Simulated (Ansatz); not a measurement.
**Pt: course of a relaxation**

Theory: Ansatz 0.2.0, DFT PBEsol, scalar-relativistic, plane waves, PAW. (420 eV cutoff, 8×8×8 k-mesh, Gaussian smearing of 0.10 eV, no spin polarisation)

What was changed: 8 of 8 Au sites taken by Pt, cell and atoms relaxed.

Spin–orbit coupling is left out, which can shift energies with elements as heavy as these.

Command:

```bash
ansatz run input.yaml --threads 1 --pin off --max-ram 2560MiB --backend cpu --events-out ev --progress --plain --runs-dir out
```

Input:

```yaml
crystal:
  lattice:
    - [2.7249830564, 0.0, 4.7056091967]
    - [2.7249830564, 0.0, -4.7056091967]
    - [-2.7249830564, 4.7210449852, 0.0]
  atoms:
    - { symbol: Pt, position: [0.2922232741, 0.0422232741, 0.3344465482] }
    - { symbol: Pt, position: [0.2922232741, 0.0422232741, 0.8344465482] }
    - { symbol: Pt, position: [0.7922232741, 0.5422232741, 0.3344465482] }
    - { symbol: Pt, position: [0.7922232741, 0.5422232741, 0.8344465482] }
    - { symbol: Pt, position: [0.7077767259, 0.9577767259, 0.6655534518] }
    - { symbol: Pt, position: [0.7077767259, 0.9577767259, 0.1655534518] }
    - { symbol: Pt, position: [0.2077767259, 0.4577767259, 0.6655534518] }
    - { symbol: Pt, position: [0.2077767259, 0.4577767259, 0.1655534518] }
basis:
  ecutwfc: 420
kpoints:
  mp_grid: { grid: [8, 8, 8] }
hamiltonian:
  xc: pbesol
scf:
  occupations: { method: gaussian, width: 0.1 }
output:
  forces: true
  stress: true
  eigenvalues: true
relax:
  adjacent_minimum: "off"
  f_tol: 0.015
  max_steps: 60
  cell: { stress_tol: 0.15 }
```

F is the free energy. Steps run on the plane waves of an earlier cell, but the last one, and at times one on the way, on a freshly chosen basis, so a repeated geometry can differ a little in energy.

Steps:

```tsv
step	F − F(1) (eV)	largest force component (eV/Å)	V (Å³/atom)	P (GPa)
1	0.0000	0.006	15.134	0.05
2	-0.0005	0.006	15.131	0.02
3	-0.0006	0.006	15.135	-0.04
4	-0.0006	0.006	15.135	-0.04
```

Relaxed structure:

```xyz
8
Lattice="2.7273 0.0000 4.6962 2.7273 0.0000 -4.6962 -2.7273 4.7267 0.0000" Properties=species:S:1:pos:R:3 pbc="T T T"
Pt    0.0000    1.5777    1.1741
Pt   -1.3637    3.9411    1.1741
Pt    2.7273    1.5777    1.1741
Pt    1.3637    3.9411    1.1741
Pt    2.7273    3.1490   -1.1741
Pt    4.0910    0.7856   -1.1741
Pt    0.0000    3.1490   -1.1741
Pt    1.3637    0.7856   -1.1741
```

It takes space group P6_3/mmc (No. 194, hexagonal). Conventional cell: a = 2.728 Å, b = 2.728 Å, c = 4.696 Å, α = 90.00°, β = 90.00°, γ = 120.00°. Pt (site symmetry -6m2) is surrounded by 12 Pt at 2.73 to 2.83 Å.

The run converged. Time: 2.6 min on 1 thread of Intel(R) Xeon(R) Platinum 8375C CPU @ 2.90GHz (Ice Lake), on a shared host, peak memory 0.95 GiB.